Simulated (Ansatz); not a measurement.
Input and command of a plane-wave DFT calculation in Ansatz:

```yaml
crystal:
  lattice:
    - [2.4648840281, 0.0, 0.0]
    - [-1.2324420141, 2.1346521857, 0.0]
    - [0.0, 0.0, 20.606094764]
  atoms:
    - { symbol: C, position: [0.6311680391, 0.2978347058, 0.9519899901] }
    - { symbol: C, position: [0.6666666667, 0.3333333333, 0.4520101828] }
    - { symbol: C, position: [0.6666666667, 0.3333333333, 0.7793231472] }
    - { symbol: C, position: [0.6666666667, 0.3333333333, 0.27934334] }
    - { symbol: C, position: [0.0, 0.0, 0.615666665] }
    - { symbol: C, position: [0.3333333333, 0.6666666667, 0.2793231472] }
    - { symbol: C, position: [0.0, 0.0, 0.115666665] }
    - { symbol: C, position: [0.6666666667, 0.3333333333, 0.615666665] }
    - { symbol: C, position: [0.3333333333, 0.6666666667, 0.77934334] }
    - { symbol: C, position: [0.3333333333, 0.6666666667, 0.115666665] }
    - { symbol: C, position: [0.3333333333, 0.6666666667, 0.4519899901] }
    - { symbol: C, position: [0.3333333333, 0.6666666667, 0.9520101828] }
basis:
  ecutwfc: 420
kpoints:
  mp_grid: { grid: [18, 18, 2] }
hamiltonian:
  xc: pbe
  dispersion: d3bj
scf:
  occupations: { method: gaussian, width: 0.15 }
output:
  forces: true
  stress: true
  eigenvalues: true
```

```bash
ansatz run input.yaml --threads 4 --pin off --max-ram 9216MiB --backend cpu --events-out ev --progress --plain --runs-dir out
```

Processor: Intel(R) Xeon(R) Processor @ 2.50GHz (Skylake/Cascade Lake), 4 threads, on a host shared with other jobs.

Question: Estimate time, memory and problem size.

Answer: About 60 s on 4 threads of Intel(R) Xeon(R) Processor @ 2.50GHz (Skylake/Cascade Lake) (shared host), peak memory 1.2 GiB. It solves 36 bands at 328 k points (the mesh reduced by symmetry) with about 2067 plane waves, in 6 SCF iterations.
